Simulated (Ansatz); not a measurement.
Set up this calculation in Ansatz 0.2.0, as an ASE script.

```
Task                : density of states
Functional          : PBEsol
Dispersion          : D3(BJ)+ATM
Potentials or basis : PseudoDojo PBEsol stringent
Cutoff              : 1415 eV
Density cutoff      : 5660 eV
k mesh              : 11 × 11 × 11
Occupations         : fermi-dirac, width 0.025 eV
Spin                : collinear spin, ferromagnetic start
Starting moments    : [2.0, 0.0] μB
Driver              : chain
```

The structure of CoO lies in CoO.cif:

```cif
data_CoO
_cell_length_a 4.26300000
_cell_length_b 4.26300000
_cell_length_c 4.26300000
_cell_angle_alpha 90.00000000
_cell_angle_beta 90.00000000
_cell_angle_gamma 90.00000000
_space_group_name_H-M_alt 'Fm-3m'
_space_group_name_Hall '-F 4 2 3'
_space_group_IT_number 225
loop_
_space_group_symop_operation_xyz
'x,y,z'
'-x,-y,-z'
'-y,x,z'
'y,-x,-z'
'-x,-y,z'
'x,y,-z'
'y,-x,z'
'-y,x,-z'
'x,-y,-z'
'-x,y,z'
'-y,-x,-z'
'y,x,z'
'-x,y,-z'
'x,-y,z'
'y,x,-z'
'-y,-x,z'
'z,x,y'
'-z,-x,-y'
'z,-y,x'
'-z,y,-x'
'z,-x,-y'
'-z,x,y'
'z,y,-x'
'-z,-y,x'
'-z,x,-y'
'z,-x,y'
'-z,-y,-x'
'z,y,x'
'-z,-x,y'
'z,x,-y'
'-z,y,x'
'z,-y,-x'
'y,z,x'
'-y,-z,-x'
'x,z,-y'
'-x,-z,y'
'-y,z,-x'
'y,-z,x'
'-x,z,y'
'x,-z,-y'
'-y,-z,x'
'y,z,-x'
'-x,-z,-y'
'x,z,y'
'y,-z,-x'
'-y,z,x'
'x,-z,y'
'-x,z,-y'
'x,y+1/2,z+1/2'
'-x,-y+1/2,-z+1/2'
'-y,x+1/2,z+1/2'
'y,-x+1/2,-z+1/2'
'-x,-y+1/2,z+1/2'
'x,y+1/2,-z+1/2'
'y,-x+1/2,z+1/2'
'-y,x+1/2,-z+1/2'
'x,-y+1/2,-z+1/2'
'-x,y+1/2,z+1/2'
'-y,-x+1/2,-z+1/2'
'y,x+1/2,z+1/2'
'-x,y+1/2,-z+1/2'
'x,-y+1/2,z+1/2'
'y,x+1/2,-z+1/2'
'-y,-x+1/2,z+1/2'
'z,x+1/2,y+1/2'
'-z,-x+1/2,-y+1/2'
'z,-y+1/2,x+1/2'
'-z,y+1/2,-x+1/2'
'z,-x+1/2,-y+1/2'
'-z,x+1/2,y+1/2'
'z,y+1/2,-x+1/2'
'-z,-y+1/2,x+1/2'
'-z,x+1/2,-y+1/2'
'z,-x+1/2,y+1/2'
'-z,-y+1/2,-x+1/2'
'z,y+1/2,x+1/2'
'-z,-x+1/2,y+1/2'
'z,x+1/2,-y+1/2'
'-z,y+1/2,x+1/2'
'z,-y+1/2,-x+1/2'
'y,z+1/2,x+1/2'
'-y,-z+1/2,-x+1/2'
'x,z+1/2,-y+1/2'
'-x,-z+1/2,y+1/2'
'-y,z+1/2,-x+1/2'
'y,-z+1/2,x+1/2'
'-x,z+1/2,y+1/2'
'x,-z+1/2,-y+1/2'
'-y,-z+1/2,x+1/2'
'y,z+1/2,-x+1/2'
'-x,-z+1/2,-y+1/2'
'x,z+1/2,y+1/2'
'y,-z+1/2,-x+1/2'
'-y,z+1/2,x+1/2'
'x,-z+1/2,y+1/2'
'-x,z+1/2,-y+1/2'
'x+1/2,y,z+1/2'
'-x+1/2,-y,-z+1/2'
'-y+1/2,x,z+1/2'
'y+1/2,-x,-z+1/2'
'-x+1/2,-y,z+1/2'
'x+1/2,y,-z+1/2'
'y+1/2,-x,z+1/2'
'-y+1/2,x,-z+1/2'
'x+1/2,-y,-z+1/2'
'-x+1/2,y,z+1/2'
'-y+1/2,-x,-z+1/2'
'y+1/2,x,z+1/2'
'-x+1/2,y,-z+1/2'
'x+1/2,-y,z+1/2'
'y+1/2,x,-z+1/2'
'-y+1/2,-x,z+1/2'
'z+1/2,x,y+1/2'
'-z+1/2,-x,-y+1/2'
'z+1/2,-y,x+1/2'
'-z+1/2,y,-x+1/2'
'z+1/2,-x,-y+1/2'
'-z+1/2,x,y+1/2'
'z+1/2,y,-x+1/2'
'-z+1/2,-y,x+1/2'
'-z+1/2,x,-y+1/2'
'z+1/2,-x,y+1/2'
'-z+1/2,-y,-x+1/2'
'z+1/2,y,x+1/2'
'-z+1/2,-x,y+1/2'
'z+1/2,x,-y+1/2'
'-z+1/2,y,x+1/2'
'z+1/2,-y,-x+1/2'
'y+1/2,z,x+1/2'
'-y+1/2,-z,-x+1/2'
'x+1/2,z,-y+1/2'
'-x+1/2,-z,y+1/2'
'-y+1/2,z,-x+1/2'
'y+1/2,-z,x+1/2'
'-x+1/2,z,y+1/2'
'x+1/2,-z,-y+1/2'
'-y+1/2,-z,x+1/2'
'y+1/2,z,-x+1/2'
'-x+1/2,-z,-y+1/2'
'x+1/2,z,y+1/2'
'y+1/2,-z,-x+1/2'
'-y+1/2,z,x+1/2'
'x+1/2,-z,y+1/2'
'-x+1/2,z,-y+1/2'
'x+1/2,y+1/2,z'
'-x+1/2,-y+1/2,-z'
'-y+1/2,x+1/2,z'
'y+1/2,-x+1/2,-z'
'-x+1/2,-y+1/2,z'
'x+1/2,y+1/2,-z'
'y+1/2,-x+1/2,z'
'-y+1/2,x+1/2,-z'
'x+1/2,-y+1/2,-z'
'-x+1/2,y+1/2,z'
'-y+1/2,-x+1/2,-z'
'y+1/2,x+1/2,z'
'-x+1/2,y+1/2,-z'
'x+1/2,-y+1/2,z'
'y+1/2,x+1/2,-z'
'-y+1/2,-x+1/2,z'
'z+1/2,x+1/2,y'
'-z+1/2,-x+1/2,-y'
'z+1/2,-y+1/2,x'
'-z+1/2,y+1/2,-x'
'z+1/2,-x+1/2,-y'
'-z+1/2,x+1/2,y'
'z+1/2,y+1/2,-x'
'-z+1/2,-y+1/2,x'
'-z+1/2,x+1/2,-y'
'z+1/2,-x+1/2,y'
'-z+1/2,-y+1/2,-x'
'z+1/2,y+1/2,x'
'-z+1/2,-x+1/2,y'
'z+1/2,x+1/2,-y'
'-z+1/2,y+1/2,x'
'z+1/2,-y+1/2,-x'
'y+1/2,z+1/2,x'
'-y+1/2,-z+1/2,-x'
'x+1/2,z+1/2,-y'
'-x+1/2,-z+1/2,y'
'-y+1/2,z+1/2,-x'
'y+1/2,-z+1/2,x'
'-x+1/2,z+1/2,y'
'x+1/2,-z+1/2,-y'
'-y+1/2,-z+1/2,x'
'y+1/2,z+1/2,-x'
'-x+1/2,-z+1/2,-y'
'x+1/2,z+1/2,y'
'y+1/2,-z+1/2,-x'
'-y+1/2,z+1/2,x'
'x+1/2,-z+1/2,y'
'-x+1/2,z+1/2,-y'
loop_
_atom_site_label
_atom_site_type_symbol
_atom_site_symmetry_multiplicity
_atom_site_Wyckoff_symbol
_atom_site_fract_x
_atom_site_fract_y
_atom_site_fract_z
_atom_site_occupancy
Co1 Co 4 a 0.0000000000 0.0000000000 0.0000000000 1
O1 O 4 b 0.5000000000 0.0000000000 0.0000000000 1
```

One way to write it, as run:

run.py

```python
import json

import ase.io
import numpy as np
import spglib

import ansatz as az

atoms = ase.io.read("CoO.cif")
cell, frac, numbers = spglib.find_primitive((atoms.cell[:], atoms.get_scaled_positions(), atoms.numbers), symprec=1e-5)
atoms = ase.Atoms(numbers, cell=cell, scaled_positions=frac, pbc=True)
atoms.set_initial_magnetic_moments([2.0, 0.0])

calculation = (
    az.Crystal.from_ase(atoms)
    .calculation()
    .kpoints(11, 11, 11)
    .functional("pbesol", dispersion="d3bjatm")
    .pseudopotentials(kind="nc", accuracy="stringent", xc_functional="pbesol")
    .spin("collinear")
    .scf(algorithm="direct_min", extra_bands=6)
    .occupations(method="fermi_dirac", width=0.025)
    .density_of_states(energy_step=0.05, projected=False, nscf_kmesh=(17, 17, 17))
    .forces()
    .stress()
    .band_table(publish=True)
)
outcome = calculation.run(threads=2, events_out="events.jsonl")

report = outcome.report
for line in open("events.jsonl"):
    event = json.loads(line)
    if event["event"] == "scf_iter":
        d = event["data"]
        print(f"SCF {d['iter']:3d}  HF = {d['harris_foulkes_ev']:.6f} eV  dr2 = {d['dr2_ev']:.2e} eV")
    elif event["event"] in ("relax_step", "md_step"):
        d = event["data"]
        print(f"{event['event']} {d['step']:3d}  E = {d['lagrangian_ev']:.6f} eV")
np.set_printoptions(precision=5, suppress=True, linewidth=110)
print("converged:", report["converged"], "after", report["n_iterations"], "iterations")
print(f"free energy {report['free_energy_ev']:.6f} eV, Fermi level {report['fermi_energy_ev']:.4f} eV")
for key in ("band_edges_ev", "magnetization_mub", "site_moments_mub", "site_moments_nc_mub", "forces_ev_ang",
                "stress_gpa"):
    if report.get(key) is not None:
        print(key, np.array(report[key]), sep="\n")
```

Potentials or basis: PseudoDojo PBEsol stringent.

Command:

```console
$ python run.py
```

Results of the run:

```
Pressure                             : -13.9 GPa
Band gap on the k mesh               : none (metal or under the smearing width)
Net moment                           : 2.99 μB per cell
Absolute moment                      : 3.01 μB per cell
Site moments                         : Co +2.52; O +0.36 μB
Density of states at the Fermi level : 3.15 states/eV per cell
```

Caveat: a cell with one magnetic atom can't hold antiferromagnetic order, which such compounds often take; semilocal functionals often make such compounds metallic where correlation or magnetic order opens a gap, which also shifts bond lengths; pairwise dispersion overbinds metals, which lowers pressure and volume.

It took 20 s on 2 threads of Arm Neoverse V2, on a shared host, peak memory 0.77 GiB.
